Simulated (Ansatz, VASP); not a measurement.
# AlSi53N71O (O_N-Al_Si): VASP beside Ansatz, part 2 of 2

One calculation is typed for both programs; each brings its own data sets. How far apart do they land? The cell is taken from a series of runs on this material, whose earlier steps may have relaxed, scaled, displaced or heated it; both programs get it as it stands.

VASP 6.6.1 and Ansatz 0.2.0.

So far. Step 2 (VASP: single point, PBEsol, pair 1): The run ends at a pressure of 0.84 GPa, with forces up to 0.048 eV/Å.

**6. VASP: single point, PBEsol, pair 2**

Level of this step: PBEsol; plane waves and PAW (Si, N, Al, O) (VASP).

The same cell, functional, mesh and smearing now go to VASP, with its own data sets.

Contents of INCAR:

```
SYSTEM = AlSi53N71O
PREC = Accurate
ENCUT = 520
EDIFF = 1E-06
NELM = 120
ISMEAR = -1
SIGMA = 0.01
LREAL = Auto
ALGO = Normal
GGA = PS
NBANDS = 384
LORBIT = 11
LWAVE = .FALSE.
LCHARG = .FALSE.
ISIF = 2
ISYM = 0
LASPH = .TRUE.
GGA_COMPAT = .FALSE.
EFERMI = MIDGAP
KPAR = 4
```

Contents of POSCAR:

```
AlSi53N71O
1.0
   11.4366858822      6.6029736727      0.0000000000
  -11.4366858822      6.6029736727      0.0000000000
    0.0000000000      0.0000000000      8.7307673276
Si N Al O
53 71 1 1
Direct
    0.0197200094      0.8071254910      0.2500696204
    0.3530967511      0.4733246678      0.2503828707
[... 7 atom lines left out ...]
    0.1933832342      0.2125345407      0.2501482410
[... 3 atom lines left out ...]
    0.4551176487      0.3126117301      0.2491348165
[... 2 atom lines left out ...]
    0.6469514913      0.5275737844      0.0828667096
[... 2 atom lines left out ...]
    0.3499805426      0.4752561936      0.5832365161
    0.6859624361      0.1397126779      0.5828703810
    0.2139069951      0.0202061328      0.4166354131
    0.5458576732      0.6867422397      0.4165592966
[... 2 atom lines left out ...]
    0.4744957060      0.1197941175      0.4144564621
[... 1 atom line left out ...]
    0.1924421181      0.2136314825      0.5833204581
[... 1 atom line left out ...]
    0.8612402066      0.5464751791      0.5828415263
[... 3 atom lines left out ...]
    0.6506600727      0.5308357380      0.4120410937
[... 2 atom lines left out ...]
    0.3530947937      0.4733859347      0.9161709071
[... 1 atom line left out ...]
    0.2139689057      0.0202355891      0.7496514442
    0.5459353053      0.6867932613      0.7498271665
[... 2 atom lines left out ...]
    0.4744910781      0.1198255182      0.7512539047
[... 1 atom line left out ...]
    0.1933738184      0.2125469825      0.9163482334
[... 3 atom lines left out ...]
    0.4551322045      0.3126304022      0.9166042426
[... 2 atom lines left out ...]
    0.6506844334      0.5308658452      0.7536919687
[... 2 atom lines left out ...]
    0.3341523848      0.3330712113      0.2502999479
[... 5 atom lines left out ...]
    0.5467047427      0.1189341201      0.2481985951
[... 5 atom lines left out ...]
    0.4592912592      0.2439320817      0.0828537633
[... 8 atom lines left out ...]
    0.5759668779      0.4546934434      0.2507641864
[... 2 atom lines left out ...]
    0.3286501421      0.3365120305      0.5832103086
[... 2 atom lines left out ...]
    0.3335132595      0.9993047501      0.4166960789
    0.6670174339      0.6676281682      0.4178574934
    0.2123610359      0.4605038643      0.5833654501
    0.5463477818      0.1213943698      0.5828535076
[... 2 atom lines left out ...]
    0.4242685378      0.5468700128      0.4171114287
[... 2 atom lines left out ...]
    0.4608754783      0.2416489297      0.4075111033
[... 1 atom line left out ...]
    0.2130790489      0.0927600553      0.5831602889
    0.5437434478      0.7572805178      0.5832016663
    0.8764717879      0.4234022888      0.5828142674
[... 2 atom lines left out ...]
    0.7860036337      0.5422213452      0.4168182198
[... 3 atom lines left out ...]
    0.3341755028      0.3331275653      0.9160291847
[... 2 atom lines left out ...]
    0.3335600719      0.9993407360      0.7494712807
    0.6670511299      0.6676557928      0.7482820629
[... 1 atom line left out ...]
    0.5466850850      0.1189187608      0.9175083132
[... 2 atom lines left out ...]
    0.4242591221      0.5469355996      0.7493513281
[... 2 atom lines left out ...]
    0.4607849783      0.2416701723      0.7580794221
[... 4 atom lines left out ...]
    0.1189981089      0.2094606485      0.7505449682
[... 1 atom line left out ...]
    0.7860461038      0.5422578245      0.7488671471
[... 1 atom line left out ...]
    0.5759833786      0.4547108523      0.9149596391
[... 1 atom line left out ...]
    0.4495686926      0.3076747573      0.5827500918
    0.5840963581      0.4609710840      0.5828616865
```

Contents of KPOINTS:

```
Points of the shifted mesh
8
Reciprocal
 0.2500000000  0.2500000000  0.2500000000 1
 0.2500000000  0.2500000000  0.7500000000 1
 0.2500000000  0.7500000000  0.2500000000 1
 0.2500000000  0.7500000000  0.7500000000 1
 0.7500000000  0.2500000000  0.2500000000 1
 0.7500000000  0.2500000000  0.7500000000 1
 0.7500000000  0.7500000000  0.2500000000 1
 0.7500000000  0.7500000000  0.7500000000 1
```

The projector-augmented-wave data sets are Si, N, Al and O (PBE family, release 64).

Run with:

```sh
mpirun -np 16 vasp_std
```

Numbers of over 12 decimals in the logs are rounded to 6 here.

Log:

```text
[banner, memory and clock lines left out]
running   16 mpi-ranks, on    1 nodes
[...]
[... a notice as in an earlier step ...]

 [... a notice as in an earlier step ...]

 LDA part: xc-table for (Slater+PW92), standard interpolation
 POSCAR, INCAR and KPOINTS ok, starting setup
[...]
entering main loop
       N       E                     dE             d eps       ncg     rms          rms(c)
DAV:   1     0.270849920552E+04    0.27085E+04   -0.28466E+05  6176   0.139E+03
DAV:   2    -0.953475994604E+03   -0.36620E+04   -0.35113E+04  7504   0.299E+02
DAV:   3    -0.121773715247E+04   -0.26426E+03   -0.26213E+03  7496   0.825E+01
DAV:   4    -0.122360245453E+04   -0.58653E+01   -0.58407E+01  7712   0.126E+01
[...]
DAV:  16    -0.108053328575E+04   -0.36485E-04   -0.42097E-05  6704   0.902E-03    0.648E-03
DAV:  17    -0.108053328693E+04   -0.11835E-05   -0.37165E-06  6392   0.357E-03    0.463E-03
DAV:  18    -0.108053328677E+04    0.15971E-06   -0.11685E-06  4968   0.199E-03
   1 F= -.10805333E+04 E0= -.10805333E+04  d E =0.000000E+00
```

From OUTCAR (step 6):

```text
  FREE ENERGIE OF THE ION-ELECTRON SYSTEM (eV)
  ---------------------------------------------------
  free  energy   TOTEN  =     -1080.5332867694 eV

  energy  without entropy=    -1080.5332867694  energy(sigma->0) =    -1080.53328677
```

The run ends at a pressure of 0.83 GPa, with forces up to 0.83 eV/Å.

**7. Differences**

Both answers:

```csv
quantity,Ansatz,VASP,difference
gap on the k mesh (eV),4.212,4.204,+0.007
```

Forces on 10 of the 126 atoms, those with the largest forces and the largest differences (eV/Å; atoms numbered as in POSCAR):

```csv
atom,"Ansatz x, y, z","VASP x, y, z"
Si2,"0.367, -0.289, 0.016","0.365, -0.288, 0.019"
Si14,"-0.299, -0.312, 0.008","-0.307, -0.304, 0.005"
Si20,"0.671, -0.512, 0.010","0.665, -0.504, 0.009"
Si28,"0.042, 0.730, -0.018","0.048, 0.722, -0.017"
Si37,"0.378, -0.286, -0.038","0.375, -0.286, -0.037"
Si49,"-0.303, -0.318, -0.022","-0.311, -0.312, -0.019"
N76,"0.027, 0.201, 0.004","0.028, 0.181, -0.001"
N123,"0.028, 0.203, -0.001","0.029, 0.183, 0.004"
Al125,"-0.425, -0.309, 0.013","-0.425, -0.301, 0.013"
O126,"0.036, 0.157, 0.003","0.041, 0.118, 0.000"
```

The forces differ by 4.2 meV/Å r.m.s., which is 3.7 % of the r.m.s. force of 0.114 eV/Å (both taken over all components). A gap on the mesh is an upper bound, since the band edges may lie between its points.

**8. What came out**

- difference in gap on the k mesh (single point, PBEsol, pair 1): 0.0066 eV
- r.m.s. force difference (single point, PBEsol, pair 2): 4.2 meV/Å

**Reading.** The r.m.s. force difference is 4.2 meV/Å (single point, PBEsol, pair 2), within the 12 meV/Å picked in this series as the mark of a large difference. How closely two codes agree says nothing of how well the functional describes the real material.

[Lines on the potential files, build, host, timing and source positions are cut from VASP's logs without a mark.]

[Logs are printed without paths, hosts, clocks, repeated set-up lines and the standing remarks that a program may print on its own settings, such as how far it seeks lower states.]

[Hosts, paths, dates, database ids (printed as entryN), source tags and the programs' standing remarks are cut or masked in the printed files.]
